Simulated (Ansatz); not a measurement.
**A strain series on NaH (zincblende): epitaxial in the xy plane**

NaH built on the zincblende prototype, relaxed with r2SCAN in the PAW code Ansatz, then strained (epitaxial in the xy plane; changes of length per length, axes as in the cell below) with the atoms relaxed again within the symmetry that is left. Space group F-43m (No. 216), cubic; a = 5.194 Å in the conventional setting, 17.51 Å³ an atom. Na has 4 H at 2.25 Å; H has 4 Na at 2.25 Å. The calculation is spin-unpolarised, and the structure need not be a phase that has been made.

```
Na H
1.0
     0.00000    2.59692    2.59692
     2.59692    0.00000    2.59692
     2.59692    2.59692    0.00000
Na H
1 1
Direct
  0.00000 0.00000 0.00000
  0.25000 0.25000 0.25000
```

Gaps are the least over each mesh (PBE 8×8×8, r2SCAN 8×8×8 when unstrained) and the special points, which keep their unstrained names; stress is the change from the unstrained cell, compression positive.

| strain (%) | free normal strain (%) | gap, PBE (eV) | gap, r2SCAN (eV) | edges, r2SCAN | in-plane stress, r2SCAN (GPa) | energy rise, r2SCAN (meV/atom) |
| --- | --- | --- | --- | --- | --- | --- |
| -2.28 | +3.18 | 3.569 | 4.004 | W → L | +0.36 | 0.8 |
| -2.22 | +3.11 | 3.570 | 4.005 | W → L | +0.35 | 0.8 |
| -1.0 | +1.47 | 3.593 | 4.028 | W → L | +0.14 | 0.1 |
| 0.0 | 0.00 | 3.613 | 4.049 | W → L | 0.00 | 0.0 |
| +1.0 | -1.64 | 3.598 | 4.030 | (3/8, -1/2, -1/8) → L | -0.10 | 0.1 |
| +3.9 | -7.55 | 3.410 | 3.838 | X → L | -0.15 | 1.0 |

Between zero and the nearest strains the slope of the r2SCAN gap against strain is +0.021 eV per percent for negative and -0.019 for positive strain; it falls either way, as happens when edge states split or other valleys take over.
